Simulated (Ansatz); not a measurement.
The cell is COD entry 2300612, as deposited and not checked against the literature; nothing was relaxed. The listed cell was then made from it by scaling, straining or moving an atom.

An input for ZrO2: DFT, PBEsol, all-electron LAPW, scalar-relativistic (Ansatz 0.2.0).

Command: `ansatz run input.yaml --threads 2 --pin off --max-ram 8192MiB --backend cpu --events-out ev --progress --plain --runs-dir out` The run took 24 s on 2 threads of Intel(R) Xeon(R) Platinum 8488C (Sapphire Rapids) (shared host), peak memory 0.62 GiB.

```yaml
crystal:
  lattice:
    - [3.6080472638, 0.0, 0.0]
    - [0.0, 3.6080472638, 0.0]
    - [0.0, 0.0, 5.1941994619]
  atoms:
    - { symbol: Zr, position: [0.0, 0.0, 0.0] }
    - { symbol: Zr, position: [0.5, 0.5, 0.5] }
    - { symbol: O, position: [0.0, 0.5, 0.203] }
    - { symbol: O, position: [0.0, 0.5, 0.703] }
    - { symbol: O, position: [0.5, 0.0, 0.297] }
    - { symbol: O, position: [0.5, 0.0, 0.797] }
kpoints:
  mp_grid: { grid: [6, 6, 4] }
  band_path:
    path:
      - [0.0, 0.0, 0.0]
      - [0.0, 0.5, 0.0]
      - [0.5, 0.5, 0.0]
      - [0.0, 0.0, 0.0]
      - [0.0, 0.0, 0.5]
      - [0.0, 0.5, 0.5]
      - [0.5, 0.5, 0.5]
      - [0.0, 0.0, 0.5]
      - [0.0, 0.5, 0.0]
    npoints: 5
scf:
  occupations: { method: fermi_dirac, width: 0.01 }
hamiltonian:
  xc: pbesol
  pseudopotentials: { kind: all_electron, lapw: { basis_error: 0.0005 } }
output:
  forces: true
  stress: true
  eigenvalues: true
```

The results part of the log:

```
SCF 1 converged in 10 iterations: F = -203921.768011 eV  dr2 = 5.82e-10
NSCF: frozen V_eff on 41 k-points
SCF converged after 10 iterations
Free energy (F): -203921.768011 eV
Harris-Foulkes:  -203921.768011 eV  (|F-HF|=4.07e-10)
Internal energy: -203921.768011 eV  (E = F + TS)
E sigma→0 (E₀):  -203921.768011 eV
Fermi energy:    14.240871 eV
--- Per-component energies (eV) ---
  E_band       = -12222.502401
  E_kinetic    = 210323.555454
  E_xc         = -7016.135718
  E_electrostatic = -407229.187746  (all electrons and nuclei)
  E_smearing   = -0.000000  (= −TS)
  E_closure    = 0.000000  (closes the sum)
  E_atoms      = -203864.246516  (free atoms, spherical and without spin; not in F)
  Σ components = -203921.768011   (vs F -203921.768011, Δ=0.00e0)
  Basis errors (estimates in eV, not in F): energy 2.3e-4 per atom: plane waves 2.1e-4 (1.2e-4 summed), levels above the bands 3.5e-305, relativity 4.5e-8, radial functions 2.5e-5, core shells 1.8e-10; eigenvalues (radial functions only) 3.4e-6; not estimated: angular momenta, meshes, grids; target (lapw.basis_error) 5.0e-4; muffin-tin radii O 0.984 Å, Zr 1.105 Å
--- Forces (eV/Å), atoms counted from 1 ---
  atom   1  Zr     0.00000000     0.00000000     0.00000000
  atom   2  Zr     0.00000000     0.00000000     0.00000000
  atom   3  O      0.00000000     0.00000000    -0.10580867
  atom   4  O     -0.00000000     0.00000000    -0.10580867
  atom   5  O      0.00000000     0.00000000     0.10580867
  atom   6  O     -0.00000000     0.00000000     0.10580867
  max |Σ_I F_I| component: 4.34e-19 eV/Å
--- Stress (GPa, compression-positive) ---
       -4.749298       0.000000       0.000000
        0.000000      -4.749298       0.000000
        0.000000       0.000000      -3.537628
  P = ⅓ Tr σ = -4.3454 GPa (-43.454 kbar)
--- Band table (eV; the first three rows and the last of 30) ---
  k-point 0: bands = ["-489.5500", "-489.5500", "-489.5500", "-489.5500", "-384.6891", "-384.6891", "-297.8191", "-297.8191", "-297.8160", "-297.8160", "-297.8160", "-297.8160", "-155.2656", "-155.2656", "-155.2630", "-155.2630", "-155.2521", "-155.2521", "-155.2521", "-155.2521", "-155.2484", "-155.2484", "-35.0554", "-35.0014", "-13.6463", "-13.1125", "-13.1125", "-12.9869", "-12.9589", "-12.9589", "-5.2150", "-3.9609", "-3.2964", "-2.9706", "7.2400", "7.6039", "7.7491", "7.7491", "9.7980", "9.7980", "11.0039", "11.0039", "11.7314", "12.1624", "12.1624", "12.1636", "16.1954", "16.6894", "17.3110", "17.4625", "18.7883", "18.9673", "20.1970", "20.1970", "21.9015", "21.9015"]
  k-point 1: bands = ["-489.5500", "-489.5500", "-489.5500", "-489.5500", "-384.6891", "-384.6891", "-297.8191", "-297.8191", "-297.8160", "-297.8160", "-297.8160", "-297.8160", "-155.2656", "-155.2656", "-155.2630", "-155.2630", "-155.2521", "-155.2521", "-155.2521", "-155.2521", "-155.2484", "-155.2484", "-35.0475", "-35.0093", "-13.5607", "-13.0963", "-13.0904", "-13.0904", "-12.9816", "-12.9816", "-4.9506", "-3.8310", "-3.6096", "-3.1276", "7.7534", "7.9241", "7.9241", "8.1659", "9.2259", "9.2259", "10.8059", "11.2989", "11.4582", "11.4582", "12.2068", "12.2068", "16.3538", "16.9247", "17.2432", "17.3770", "19.4543", "19.8146", "20.2927", "20.2927", "21.5023", "21.5023"]
  k-point 2: bands = ["-489.5500", "-489.5500", "-489.5500", "-489.5500", "-384.6891", "-384.6891", "-297.8191", "-297.8191", "-297.8160", "-297.8160", "-297.8160", "-297.8160", "-155.2656", "-155.2656", "-155.2630", "-155.2630", "-155.2521", "-155.2521", "-155.2521", "-155.2521", "-155.2484", "-155.2484", "-35.0284", "-35.0284", "-13.3402", "-13.3402", "-13.0402", "-13.0402", "-13.0323", "-13.0323", "-4.3006", "-4.3006", "-3.4955", "-3.4955", "8.3547", "8.3547", "8.5405", "8.5405", "9.1119", "9.1119", "9.6035", "9.6035", "11.7721", "11.7721", "12.2507", "12.2507", "16.7690", "16.7690", "17.3295", "17.3295", "20.5792", "20.5792", "20.7641", "20.7641", "20.9270", "20.9270"]
  k-point 29: bands = ["-489.5500", "-489.5500", "-489.5500", "-489.5500", "-384.6891", "-384.6891", "-297.8191", "-297.8191", "-297.8160", "-297.8160", "-297.8160", "-297.8160", "-155.2656", "-155.2656", "-155.2630", "-155.2630", "-155.2521", "-155.2521", "-155.2521", "-155.2521", "-155.2484", "-155.2484", "-34.9957", "-34.9957", "-13.4585", "-13.4585", "-13.4585", "-13.4585", "-13.1289", "-13.1289", "-3.4392", "-3.4392", "-3.4392", "-3.4392", "8.0027", "8.0027", "8.3149", "8.3149", "10.4474", "10.4474", "10.4474", "10.4474", "10.8964", "10.8964", "12.2430", "12.2430", "17.3621", "17.3621", "17.7544", "17.7544", "18.7270", "18.7270", "18.7270", "18.7270", "20.3976", "20.3976"]
```
